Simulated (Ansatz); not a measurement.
A trial structure of Li was built thus: random cell by space group and Wyckoff sites (P6_3mc, No. 186). Its size is a rough estimate.

```cif
data_structure
_symmetry_space_group_name_H-M 'P6_3mc'
_symmetry_Int_Tables_number 186
_cell_length_a 4.1958
_cell_length_b 4.1958
_cell_length_c 5.1455
_cell_angle_alpha 90.000
_cell_angle_beta 90.000
_cell_angle_gamma 120.000
_cell_volume 78.45
loop_
_atom_site_label
_atom_site_type_symbol
_atom_site_symmetry_multiplicity
_atom_site_Wyckoff_symbol
_atom_site_fract_x
_atom_site_fract_y
_atom_site_fract_z
_atom_site_occupancy
Li1 Li 2 a 0.00000 0.00000 0.01425 1
Li2 Li 2 b 0.33333 0.66667 0.79296 1
```

Theory: DFT PBE, scalar-relativistic, plane waves, PAW (Ansatz). Cutoff 420 eV, Gaussian smearing, Γ-centred meshes. Cell and atoms relax first on a coarse mesh and then on a finer one. In between, the cell is made exact in the group found at 0.06 Å. In metals the finer mesh still leaves noise of several meV/atom or more. The steps can't lower the symmetry of their start. No spin polarisation.

A guess keeps its type if space group and coordination stay and the shape of the cell changes little (axis ratios within about 15 %, angles within 6°); the volume may change.

**Question.** Does this structure survive the relaxation?

**Answer.** It doesn't keep its type. The symmetry goes from P6_3mc (No. 186) to P6_3/mmc (No. 194). The end has the dhcp type. The volume per atom grows by 3.1 %, from 19.6 to 20.2 Å³. The shortest distance goes from 2.57 Å (Li–Li) to 3.05 Å (Li–Li). Counting neighbours within 15 % of an atom's shortest distance, the start has Li 6/8 and the end Li 12. In detail, at the end Li on a site of symmetry -3m has 12 Li at 3.05–3.06 Å; Li on a site of symmetry -6m2 is surrounded by 12 Li at 3.05–3.06 Å.

```
CELL_PARAMETERS angstrom
3.05356 0.00000 0.00000
-1.52678 2.64446 0.00000
0.00000 0.00000 10.01769
ATOMIC_POSITIONS crystal
Li 0.00000 0.00000 0.00000
Li 0.00000 0.00000 0.50000
Li 0.33333 0.66667 0.75000
Li 0.66667 0.33333 0.25000
```

The last run used an 18×18×6 mesh (in the run's order of axes) for its 4-atom cell and Gaussian smearing of 0.10 eV. A later test with randomly moved atoms ended 1 meV/atom lower on a coarse mesh, in Cmcm at a loose tolerance, which is no clear verdict on its stability.

In counts of neighbours, a slash parts the counts of unlike sites.
